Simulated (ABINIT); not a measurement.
Crystal: TiTe2.

```
CELL_PARAMETERS angstrom
3.77700 0.00000 0.00000
-1.88850 3.27098 0.00000
0.00000 0.00000 6.49800
ATOMIC_POSITIONS crystal
Te 0.33333 0.66667 0.73720
Te 0.66667 0.33333 0.26280
Ti 0.00000 0.00000 0.00000
```

Program: ABINIT 10.8.3 (patched build). Alike in all runs: no spin polarisation; cell as given; smearing fermi-dirac 0.05 eV.

Order these runs on this cell by their pressure, lowest first.
A. level LDA; potentials or basis JTH PAW LDA v2.0; k mesh 8 × 8 × 4; cutoff (eV) 408; fine-grid cutoff 816.342 eV
B. level PBEsol; potentials or basis JTH PAW PBE v2.0; k mesh 6 × 6 × 3; cutoff (eV) 408; fine-grid cutoff 816.342 eV
C. level r2SCAN; potentials or basis JTH PAW PBE v2.0; k mesh 6 × 6 × 3; cutoff (eV) 490; fine-grid cutoff 979.61 eV
D. level HCTH407; potentials or basis JTH PAW PBE v2.0; k mesh 8 × 8 × 4; cutoff (eV) 408; fine-grid cutoff 816.342 eV

A (-3.9 GPa), B (-2.2 GPa), C (0.3 GPa), D (2.8 GPa).

Caveats: the PAW data sets were made with another functional, which shifts forces and pressure a little (some runs); this functional lacks dispersion, which binds the layers, so the pressure and a relaxed spacing across them are unreliable (some runs).

Runs at the PBE level aren't shown here.
